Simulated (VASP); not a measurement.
# CaO (Lime) (Fm-3m): heat capacity and expansion from phonons, part 3 of 3

Wanted: volume, bulk modulus and heat capacity of CaO (Lime) against temperature. The start is a cell from a database of measured crystal structures.

VASP 6.6.1; PBEsol; plane waves and PAW (Ca_sv, O).

So far. Step 13 (Force constants in the supercell, volume scale 1.06): The vibrational free energy is 22.7 meV/atom at 280 K.

**16. Force constants in the supercell, volume scale 1.08**

System of this step: CaO (Lime). The cell holds 54 atoms: 27 Ca and 27 O. Cell: a = 10.395 Å, b = 10.395 Å, c = 10.395 Å, α = 60.0°, β = 60.0°, γ = 60.0°. It derives from CaO (Lime), repeated 3×3×3.

Contents of INCAR:

```
SYSTEM = CaO
PREC = Accurate
ENCUT = 520
EDIFF = 1E-07
NELM = 100
ISMEAR = 0
SIGMA = 0.05
LREAL = .FALSE.
ALGO = Normal
GGA = PS
NBANDS = 264
LWAVE = .FALSE.
LCHARG = .FALSE.
KPAR = 4
IBRION = 6
NSW = 1
NFREE = 2
POTIM = 0.015
ISIF = 0
ADDGRID = .TRUE.
```

Contents of POSCAR:

```
CaO
1.0
    0.0000000000      7.3503436014      7.3503436014
    7.3503436014      0.0000000000      7.3503436014
    7.3503436014      7.3503436014      0.0000000000
Ca O
27 27
Direct
    0.0000000000      0.0000000000      0.0000000000
    0.0000000000      0.0000000000      0.3333333333
    0.0000000000      0.0000000000      0.6666666667
    0.0000000000      0.3333333333      0.0000000000
    0.0000000000      0.3333333333      0.3333333333
    0.0000000000      0.3333333333      0.6666666667
    0.0000000000      0.6666666667      0.0000000000
    0.0000000000      0.6666666667      0.3333333333
    0.0000000000      0.6666666667      0.6666666667
    0.3333333333      0.0000000000      0.0000000000
    0.3333333333      0.0000000000      0.3333333333
    0.3333333333      0.0000000000      0.6666666667
    0.3333333333      0.3333333333      0.0000000000
    0.3333333333      0.3333333333      0.3333333333
    0.3333333333      0.3333333333      0.6666666667
    0.3333333333      0.6666666667      0.0000000000
    0.3333333333      0.6666666667      0.3333333333
    0.3333333333      0.6666666667      0.6666666667
    0.6666666667      0.0000000000      0.0000000000
    0.6666666667      0.0000000000      0.3333333333
    0.6666666667      0.0000000000      0.6666666667
    0.6666666667      0.3333333333      0.0000000000
    0.6666666667      0.3333333333      0.3333333333
    0.6666666667      0.3333333333      0.6666666667
    0.6666666667      0.6666666667      0.0000000000
    0.6666666667      0.6666666667      0.3333333333
    0.6666666667      0.6666666667      0.6666666667
    0.1666666667      0.1666666667      0.1666666667
    0.1666666667      0.1666666667      0.5000000000
    0.1666666667      0.1666666667      0.8333333333
    0.1666666667      0.5000000000      0.1666666667
    0.1666666667      0.5000000000      0.5000000000
    0.1666666667      0.5000000000      0.8333333333
    0.1666666667      0.8333333333      0.1666666667
    0.1666666667      0.8333333333      0.5000000000
    0.1666666667      0.8333333333      0.8333333333
    0.5000000000      0.1666666667      0.1666666667
    0.5000000000      0.1666666667      0.5000000000
    0.5000000000      0.1666666667      0.8333333333
    0.5000000000      0.5000000000      0.1666666667
    0.5000000000      0.5000000000      0.5000000000
    0.5000000000      0.5000000000      0.8333333333
    0.5000000000      0.8333333333      0.1666666667
    0.5000000000      0.8333333333      0.5000000000
    0.5000000000      0.8333333333      0.8333333333
    0.8333333333      0.1666666667      0.1666666667
    0.8333333333      0.1666666667      0.5000000000
    0.8333333333      0.1666666667      0.8333333333
    0.8333333333      0.5000000000      0.1666666667
    0.8333333333      0.5000000000      0.5000000000
    0.8333333333      0.5000000000      0.8333333333
    0.8333333333      0.8333333333      0.1666666667
    0.8333333333      0.8333333333      0.5000000000
    0.8333333333      0.8333333333      0.8333333333
```

Contents of KPOINTS:

```
Automatic mesh
0
Gamma
2 2 2
0 0 0
```

Potentials, in the order of the species: Ca_sv and O (PBE family, release 64).

Launch:

```bash
$ mpirun -np 12 vasp_std
```

It took 28 min on 12 MPI ranks of Intel Xeon Platinum 8259CL at 2.50GHz (Skylake/Cascade Lake), shared host; peak memory 14 GiB.

**17. Comparing the runs**

Times are for 12 MPI ranks of Intel Xeon Platinum 8259CL at 2.50GHz (Skylake/Cascade Lake), shared host. Results by setting:

```tsv
no.	volume scale	free energy 300 (meV/atom)	zero point energy (meV/atom)	highest frequency (cm⁻¹)	time	memory (GiB)
1	0.98	29.59	55.05	531.0	23 min	14
2	1	26.78	53.37	519.9	26 min	14
3	1.02	23.94	51.73	509.4	28 min	14
4	1.04	21.07	50.12	499.1	28 min	14
5	1.06	18.13	48.54	489.2	28 min	14
6	1.08	15.13	46.99	479.9	28 min	14
```

The runs together. Vibrational free energy against temperature; values in meV/atom:

```tsv
temperature (K)	0.98	1	1.02	1.04	1.06	1.08
0	55.0	53.4	51.7	50.1	48.5	47.0
40	55.0	53.3	51.7	50.1	48.5	47.0
80	54.7	52.9	51.3	49.6	48.0	46.4
160	50.5	48.5	46.6	44.6	42.6	40.7
200	46.3	44.1	41.9	39.7	37.5	35.2
240	40.6	38.1	35.7	33.3	30.8	28.2
280	33.6	30.9	28.2	25.5	22.7	19.8
360	16.0	12.8	9.51	6.19	2.78	-0.701
400	5.67	2.15	-1.42	-5.04	-8.77	-12.6
440	-5.60	-9.42	-13.3	-17.2	-21.3	-25.4
480	-17.7	-21.9	-26.0	-30.3	-34.7	-39.2
560	-44.4	-49.1	-53.9	-58.8	-63.9	-69.0
600	-58.8	-63.8	-68.9	-74.1	-79.5	-85.0
640	-73.8	-79.2	-84.6	-90.1	-95.9	-102
680	-89.5	-95.2	-101	-107	-113	-119
760	-123	-129	-135	-142	-149	-155
800	-140	-147	-153	-160	-167	-174
840	-158	-165	-172	-179	-186	-194
880	-176	-183	-191	-198	-206	-214
960	-214	-222	-230	-238	-247	-255
1000	-234	-242	-250	-259	-268	-277
1040	-254	-262	-271	-280	-289	-298
1080	-274	-283	-292	-301	-311	-320
1160	-316	-326	-335	-345	-355	-366
1200	-338	-348	-358	-368	-378	-389
1240	-360	-370	-380	-391	-402	-413
```

**18. Thermal expansion**

This step: quasi-harmonic approximation, PBEsol, no electronic free energy; plane waves and PAW (VASP 6.6.1).

At each temperature the sum of static and vibrational free energy is fitted against volume; its minimum is the volume at that temperature.

This step runs nothing: it gathers the runs above.

This step gave:

| Quantity | Value |
| --- | --- |
| volume expansion 300 | 39.61 1e-6/K |
| volume 300 | 13.85 Å³/atom |
| bulk modulus 300 | 106.2 GPa |
| heat capacity p 300 | 21.73 J/K/mol of atoms |
| static volume | 13.64 Å³/atom |

The volume by temperature:

```tsv
temperature (K)	volume (Å³/atom)
0	13.8
20	13.8
60	13.8
80	13.8
120	13.8
140	13.8
180	13.8
200	13.8
220	13.8
260	13.8
280	13.8
320	13.9
340	13.9
380	13.9
400	13.9
420	13.9
460	13.9
480	14.0
520	14.0
540	14.0
580	14.0
600	14.0
640	14.1
660	14.1
680	14.1
720	14.1
740	14.1
780	14.2
800	14.2
840	14.2
860	14.2
880	14.2
920	14.3
940	14.3
980	14.3
1000	14.3
1040	14.4
1060	14.4
```

The volume expansion coefficient by temperature:

```tsv
temperature (K)	volume expansion coefficient (1e-6/K)
40	1.62
80	9.43
140	23.5
180	29.8
240	35.8
280	38.5
340	41.5
380	43.0
420	44.4
480	46.2
520	47.3
580	48.8
620	49.8
680	51.3
720	52.3
760	53.3
820	54.8
860	55.8
920	57.4
960	58.5
1020	60.2
1060	61.1
```

Table of isothermal bulk modulus by temperature:

```tsv
temperature (K)	isothermal bulk modulus (GPa)
0	112
20	112
60	112
80	112
120	111
140	110
180	109
200	109
220	108
260	107
280	107
320	106
340	105
380	104
400	103
420	103
460	102
480	101
520	99.8
540	99.1
580	98.0
600	97.3
640	96.1
660	95.5
680	94.9
720	93.7
740	93.1
780	91.9
800	91.3
840	90.0
860	89.4
880	88.8
920	87.5
940	86.9
980	85.6
1000	85.0
1040	83.7
1060	83.1
```

Heat capacity against temperature; values in J/K/mol of atoms:

```tsv
temperature (K)	Cp	Cv
0	0	0
40	0.82	0.820
80	5.61	5.60
100	8.49	8.47
140	13.3	13.3
180	16.7	16.6
220	19.0	18.8
260	20.6	20.3
300	21.7	21.3
320	22.2	21.7
360	22.9	22.3
400	23.5	22.8
440	23.9	23.2
480	24.3	23.4
520	24.6	23.7
540	24.8	23.8
580	25.1	23.9
620	25.3	24.0
660	25.5	24.2
700	25.7	24.2
740	26.0	24.3
760	26.1	24.4
800	26.2	24.4
840	26.4	24.5
880	26.6	24.5
920	26.8	24.5
960	27.0	24.6
980	27.1	24.6
1020	27.3	24.6
1060	27.5	24.7
```

**19. Outcome**

```
volume expansion at 300 K                 : 39.6 1e-6/K
volume at 300 K                           : 13.8 Å³/atom
bulk modulus at 300 K                     : 106 GPa
heat capacity at constant pressure, 300 K : 21.7 J/K/mol of atoms
```

**Reading.** The volume grows by 39.6 millionths per kelvin at 300 K, and lies 1.5 % above the static minimum there. The vibrational free energies scatter by 0.01 meV/atom about their fit near 300 K. A fit linear in ln V would give 39.9 millionths per kelvin and 109 GPa at 300 K, which shows how far the choice of fit matters. Phonon-phonon terms beyond the change with volume and the long-range dipole term are left out, and the supercell is small, so the curves are least sure at high temperature.

[Lines on the potential files, build, host, timing and source positions are cut from VASP's logs without a mark.]

[Logs are printed without paths, hosts, clocks, repeated set-up lines and the standing remarks that a program may print on its own settings, such as how far it seeks lower states.]

[Hosts, paths, dates, database ids (printed as entryN), source tags and the programs' standing remarks are cut or masked in the printed files.]

[In band tables of VASP the shares of atoms and orbitals are scaled to a sum of 1 inside the atoms' spheres.]
